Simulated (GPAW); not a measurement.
# Si: energy against volume and a worked fit

Symmetry: Fd-3m, No. 227, cubic system. The conventional cell has a = 5.444 Å, b = 5.444 Å, c = 5.444 Å, α = 90.00°, β = 90.00°, γ = 90.00°. Si (site symmetry -43m) has 4 Si at 2.36 Å as nearest neighbours.

The cell was scaled at fixed shape and fractions and run with GPAW, PAW data sets generated for this functional, cutoff 600 eV; OLYP+D4, k mesh 8 × 8 × 8 on the cell of 2 atoms, fermi-dirac occupations of 0.05 eV, no spin polarisation, no spin-orbit coupling. Energies are those that the program minimises, any entropy of the smearing included.

```csv
V (Å³/atom),energy over the lowest row (meV/atom)
18.9549,0.00
19.3582,1.27
19.7615,7.58
20.1648,18.37
20.5681,33.07
20.9714,?
21.3746,72.04
```

**Question.** Fit the third-order Birch-Murnaghan form, give V0, B0 and B′, and predict the energy left open.

**Answer.** With y = (V0/V)^(2/3), E = E0 + (9 V0 B0/16) [(y - 1)³ B′ + (y - 1)² (6 - 4y)]. Least squares through the rows shown give V0 = 19.0640 Å³/atom, E0 = -0.20 meV, B0 = 105.7 GPa (1 eV/Å³ = 160.218 GPa) and B′ = 5.45, with a largest miss of 0.02 meV. At V = 20.9714 the form with these constants gives 51.08 meV; the run gave 51.15 meV an atom. Measured volume: 20.02 Å³/atom at 295.65 K (a printed reference work), so the fit lies -4.8 % from it. The runs are for a static lattice.
